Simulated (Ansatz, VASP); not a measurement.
**Au in VASP and in Ansatz**

```
Au
1.0
     0.00000    2.07906    2.07906
     2.07906    0.00000    2.07906
     2.07906    2.07906    0.00000
Au
1
Direct
  0.00000 0.00000 0.00000
```

Alike in both runs: task single point; functional PBE; k mesh 18 × 18 × 18; occupations gaussian, width 0.1 eV; no spin polarisation.

|  | VASP | Ansatz |
| --- | --- | --- |
| version | VASP 6.6.1 | Ansatz 0.2.0 |
| potentials or method | VASP PAW PBE potentials, release 64 (Au) | scalar-relativistic, plane waves, PAW |
| plane-wave cutoff (eV) | 520 | 420 |
| valence electrons in the cell | 11 | 19 |

Ansatz gave:

```
gap on the k mesh at the Fermi level (eV) : none
pressure (GPa)                            : 0.0
```

Problem. Which values does VASP return?

Solution. gap on the k mesh at the Fermi level (eV): none; pressure (GPa): -0.3.

A gap of «none» marks a metal or a gap that the smearing closes. The two sets of potentials don't hold the same shells in valence.

Spin-orbit coupling is left out, which matters for the levels of Au.
